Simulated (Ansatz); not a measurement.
Input and command of a calculation in Ansatz (plane waves; scalar-relativistic PAW potentials unless the input names others):

```yaml
crystal:
  lattice:
    - [2.4656963731, -7.7607e-06, 0.0]
    - [1.2328554416, 2.1353515084, 0.0]
    - [0.0, 0.0, 26.0015393195]
  atoms:
    - { symbol: C, position: [0.1656234898, 0.1656234898, 0.5000002658] }
    - { symbol: C, position: [0.4989568488, 0.4989568488, 0.4999997342] }
  periodic: [true, true, false]
  symmetry: { detect: false }
basis:
  ecutwfc: 500
kpoints:
  mp_grid: { grid: [21, 21, 1] }
hamiltonian:
  xc: r2scan
scf:
  occupations: { method: gaussian, width: 0.1 }
output:
  forces: true
  eigenvalues: true
  stress: true
```

```bash
ansatz run input.yaml --threads 1 --pin off --max-ram 3072MiB --backend cpu --events-out ev --progress --plain --runs-dir out
```

Abridged log:
```
Basis set: ecut = 500 eV, 3509 PW (Γ), exchange–correlation on 72×72×768 points (64 copies of the dense FFT grid, shifted against one another)
Bands: 8, of which v1, the nominal top of the filled ones, is band 4 counted from 1 (3 counted from 0)
Symmetry: 1 space group operations
k-points: 221 of 441 (time reversal used)
SCF iter   1: F=—  HF=-503.258685 eV  |F-HF|=—  |Δ(HF+E_count)|=         —  Δρ=3.06e-3  dr2=3.82e-3  dr2_τ=4.02e-1  ethr=1.77e-3  ⟨swp⟩=8.5  Hψ=16906  notcnv=0
SCF iter   2: F=—  HF=-503.299391 eV  |F-HF|=—  |Δ(HF+E_count)|=   4.07e-2  Δρ=4.52e-4  dr2=1.33e-4  dr2_τ=8.65e-6  ethr=4.78e-5  ⟨swp⟩=3.4  Hψ=6024  notcnv=0
SCF iter   3: F=—  HF=-503.299417 eV  |F-HF|=—  |Δ(HF+E_count)|=   2.56e-5  Δρ=1.13e-4  dr2=1.59e-5  dr2_τ=2.02e-6  ethr=1.66e-6  ⟨swp⟩=2.6  Hψ=2949  notcnv=0
SCF iter   4: F=—  HF=-503.299415 eV  |F-HF|=—  |Δ(HF+E_count)|=   1.72e-6  Δρ=2.31e-5  dr2=6.21e-7  dr2_τ=1.09e-7  ethr=1.99e-7  ⟨swp⟩=3.0  Hψ=3093  notcnv=0
SCF iter   5: F=—  HF=-503.299415 eV  |F-HF|=—  |Δ(HF+E_count)|=   1.89e-7  Δρ=1.21e-5  dr2=1.73e-7  dr2_τ=3.69e-8  ethr=7.76e-9  ⟨swp⟩=2.4  Hψ=2864  notcnv=0
SCF iter   6: F=-503.299415 eV  HF=-503.299415 eV  |F-HF|=1.21e-9  |Δ(HF+E_count)|=   1.43e-9  Δρ=3.60e-6  dr2=1.43e-8  dr2_τ=1.61e-10  ethr=1.25e-9  ⟨swp⟩=11.4  Hψ=13054  notcnv=0
SCF 1 converged in 6 iterations: F = -503.299415 eV  dr2 = 1.43e-8
SCF converged after 6 iterations
Free energy (F): -503.299415 eV
Harris-Foulkes:  -503.299415 eV  (|F-HF|=1.21e-9)
Internal energy: -503.298904 eV  (E = F + TS)
E sigma→0 (E₀):  -503.299160 eV
Entropy (-TS):   -0.000512 eV (-0.256 meV/atom)
Fermi energy:    -4.292436 eV
--- Forces (eV/Å), atoms counted from 1 ---
  atom   1  C      0.00000571     0.00000321    -0.00024362
  atom   2  C     -0.00000766    -0.00000430     0.00024237
--- 2D stress c σ (N/m, compression-positive) ---
       -1.699616      -0.000048       0.000000
       -0.000048      -1.699561       0.000000
        0.000000       0.000000       0.000000
  P = ½ c Tr σ = -1.6996 N/m
  ° read free of the cell's end (the report's vacuum.weakly_bound_levels)
```

Apart from outputs and empty bands, the input differs from a reference run on usual settings in crystal.symmetry: not typed → {"detect": false}. The reference, at the same geometry, gave largest force 0.000 eV/Å, no gap on the mesh. This run converged in 6 SCF iterations (reference: 6) with an energy at zero smearing within 0.01 meV/atom of the reference's, largest force 0.000 eV/Å, no gap on the mesh.